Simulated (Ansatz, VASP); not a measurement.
**Cd: VASP beside Ansatz**

The input INCAR:

```
SYSTEM = Cd
PREC = Accurate
ENCUT = 600
EDIFF = 1E-7
ISMEAR = -1
SIGMA = 0.05
LREAL = .False.
LASPH = .True.
NELM = 100
ALGO = Normal
ISIF = 3
LWAVE = .False.
LCHARG = .False.
METAGGA = R2SCAN
LMIXTAU = .True.
IBRION = 2
NSW = 40
EDIFFG = -0.01
```

Contents of KPOINTS:

```
Automatic mesh
0
Gamma
  10 10 10
  0 0 0
```

POSCAR

```
Cd
1.0
   -1.7843220000      1.7843220000      1.7843220000
    1.7843220000     -1.7843220000      1.7843220000
    1.7843220000      1.7843220000     -1.7843220000
Cd
1
Direct
    0.0000000000      0.0000000000      0.0000000000
```

File input.yaml:

```yaml
crystal:
  lattice:
    - [-1.784322, 1.784322, 1.784322]
    - [1.784322, -1.784322, 1.784322]
    - [1.784322, 1.784322, -1.784322]
  atoms:
    - { symbol: Cd, position: [0.0, 0.0, 0.0] }
hamiltonian:
  xc: r2scan
  pseudopotentials: { kind: paw }
kpoints:
  mp_grid: { grid: [10, 10, 10] }
scf:
  occupations: { method: fermi_dirac, width: 0.05 }
output:
  forces: true
  stress: true
  eigenvalues: true
relax:
  f_tol: 0.01
  max_steps: 40
  cell: { stress_tol: 0.05 }
```

This isn't the form of Cd at room conditions, which is hcp.

Alike in both runs: task relaxation of cell and atoms; functional r2SCAN; k mesh 10 × 10 × 10; occupations fermi-dirac, width 0.05 eV; no spin polarisation.

|  | VASP | Ansatz |
| --- | --- | --- |
| version | VASP 6.6.1 | Ansatz 0.2.0 |
| potentials or method | VASP PAW PBE potentials, release 64 (Cd) | Ansatz PAW |
| plane-wave cutoff (eV) | 600 | 500 |
| valence electrons in the cell | 12 | 20 |

VASP gave:

| Quantity | Value |
| --- | --- |
| gap on the k mesh at the Fermi level, each at its own relaxed structure (eV) | none |
| relaxed volume (Å³/atom) | 22.07 |
| relaxed cell length with the largest relative difference (Å) | 3.060 |
| energy change over the relaxation (meV/atom) | -3 |

**Question.** What did Ansatz give for the same quantities?

**Answer.** gap on the k mesh at the Fermi level, each at its own relaxed structure (eV): none; relaxed volume (Å³/atom): 21.98; relaxed cell length with the largest relative difference (Å): 3.056; energy change over the relaxation (meV/atom): -3.

A gap of «none» marks a metal or a gap that the smearing closes. The two sets of potentials don't hold the same shells in valence.

Caveats: the PAW data sets were made with another functional, which shifts forces and pressure a little (VASP); the plane-wave basis is chosen anew once the cell has moved, so the energies of steps on either side of that aren't comparable (Ansatz); the PAW data sets come from PBE, with cores solved anew for the run's functional, which leaves a small shift of forces and pressure (Ansatz).
